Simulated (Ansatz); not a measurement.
**CaO: restoring forces**

CaO is deformed so: atom 1 (Ca) moved by (0.141, 0.141, 0.000) Å. What stress and forces result, by LAPW, PAW and all-electron datasets made for the crystal?

The COD cell was measured well above room temperature, so it is larger than a cold one.

Method: DFT PBE, scalar-relativistic, in Ansatz 0.2.0.

## (1) The system as given

The structure is cubic, space group Fm-3m (No. 225). Conventional cell: a = 4.898 Å, b = 4.898 Å, c = 4.898 Å, α = 90.00°, β = 90.00°, γ = 90.00°. Ca (site symmetry m-3m) has 6 O at 2.45 Å as nearest neighbours. O (site symmetry m-3m) has 6 Ca at 2.45 Å as nearest neighbours.

Coordinates:

```cif
data_structure
_symmetry_space_group_name_H-M 'P 1'
_symmetry_Int_Tables_number 1
_cell_length_a 3.4634
_cell_length_b 3.4634
_cell_length_c 3.4634
_cell_angle_alpha 60.000
_cell_angle_beta 60.000
_cell_angle_gamma 60.000
_cell_volume 29.38
loop_
_atom_site_label
_atom_site_type_symbol
_atom_site_fract_x
_atom_site_fract_y
_atom_site_fract_z
_atom_site_occupancy
Ca1 Ca 0.00000 0.00000 0.00000 1
O1 O 0.50000 0.50000 0.50000 1
```

Atoms are numbered in the order of the input: Ca1, O2.

## (2) The deformed structure

Space group Fm-3m before, Imm2 after.

## (3) Full-potential LAPW

input.yaml

```yaml
crystal:
  lattice:
    - [0.0, 2.449, 2.449]
    - [2.449, 0.0, 2.449]
    - [2.449, 2.449, 0.0]
  atoms:
    - { symbol: Ca, position: [0.0, 0.0, 0.0577464271] }
    - { symbol: O, position: [0.5, 0.5, 0.5] }
kpoints:
  mp_grid: { grid: [9, 9, 9] }
scf:
  occupations: { method: fermi_dirac, width: 0.03 }
hamiltonian:
  xc: pbe
  pseudopotentials: { kind: all_electron, lapw: { basis_error: 0.00025 } }
output:
  forces: true
  stress: true
  eigenvalues: true
```

On the command line:

```sh
> ansatz run input.yaml --threads 1 --pin off --max-ram 2048MiB --backend cpu --events-out ev --progress --plain --runs-dir out
```

## (4) PAW with frozen cores

input.yaml, as its differences from that of step 3:

```diff
@@ -14,3 +14,3 @@
   xc: pbe
-  pseudopotentials: { kind: all_electron, lapw: { basis_error: 0.00025 } }
+  pseudopotentials: { kind: paw }
 output:
@@ -19 +19,2 @@
   eigenvalues: true
+  efg: { contact_densities: true }
```

## (5) All-electron PAW on datasets made for the crystal

input.yaml, as its differences from that of step 4:

```diff
@@ -14,3 +14,3 @@
   xc: pbe
-  pseudopotentials: { kind: paw }
+  pseudopotentials: { kind: all_electron, datasets: crystal }
 output:
```

(Steps that only read results are left out.)

What does the calculation give? Wanted: pressure; largest shear or deviatoric stress; force on Ca1 along the move.

As calculated:

| quantity | value |
| --- | --- |
| pressure | LAPW -2.62, PAW -2.62, crystal datasets -2.61 GPa |
| largest shear or deviatoric stress (LAPW) | 1.52 GPa |
| force on Ca1 along the move | -0.474 eV/Å |

What this shows: Ca1 feels a force against its move, a stiffness of 2.37 eV/Å² with all periodic images moving together. No run of the undeformed cell stands beside it, so the pressure holds what the given cell had before the change. PAW: stress within 0.01 GPa of LAPW, forces within 1 meV/Å. Crystal datasets: stress within 0.01 GPa of LAPW, forces within 1 meV/Å.
